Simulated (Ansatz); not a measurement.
NaCl:

```xyz
2
Lattice="0.0000 2.7941 2.7941 2.7941 0.0000 2.7941 2.7941 2.7941 0.0000" Properties=species:S:1:pos:R:3 pbc="T T T"
Cl    2.7941    2.7941    2.7941
Na    0.0000    0.0000    0.0000
```

The cell is a database's computed one.

```yaml
Program: Ansatz 0.2.0
Task: relaxation of cell and atoms
Functional: PBE
Potentials_or_basis: Ansatz PAW
Cutoff: "420 eV (not typed: the program's choice for these potentials)"
k_mesh: 8 × 8 × 8
Occupations: fermi-dirac, width 0.05 eV
Spin: no spin polarisation
```

At the start: volume 21.81 Å³/atom.

Where does the relaxation end?

It ends after 4 steps and the volume is 23.06 Å³/atom (+5.7 %); space group Fm-3m (No. 225, to 0.05 Å).

The path:
```csv
step,energy change (eV),largest force (eV/Å),volume (Å³)
1,0.0000,0.0000,43.63
2,-0.0105,0.0000,45.32
3,-0.0117,0.0000,46.11
4,-0.0118,0.0000,46.11
```

Final structure:
```cif
data_structure
_symmetry_space_group_name_H-M 'P 1'
_symmetry_Int_Tables_number 1
_cell_length_a 4.0251
_cell_length_b 4.0251
_cell_length_c 4.0251
_cell_angle_alpha 60.000
_cell_angle_beta 60.000
_cell_angle_gamma 60.000
_cell_volume 46.11
loop_
_atom_site_label
_atom_site_type_symbol
_atom_site_fract_x
_atom_site_fract_y
_atom_site_fract_z
_atom_site_occupancy
Cl1 Cl 0.50000 0.50000 0.50000 1
Na1 Na 0.00000 0.00000 0.00000 1
```

Caveat: the plane-wave basis is chosen anew once the cell has moved, so the energies of steps on either side of that aren't comparable.
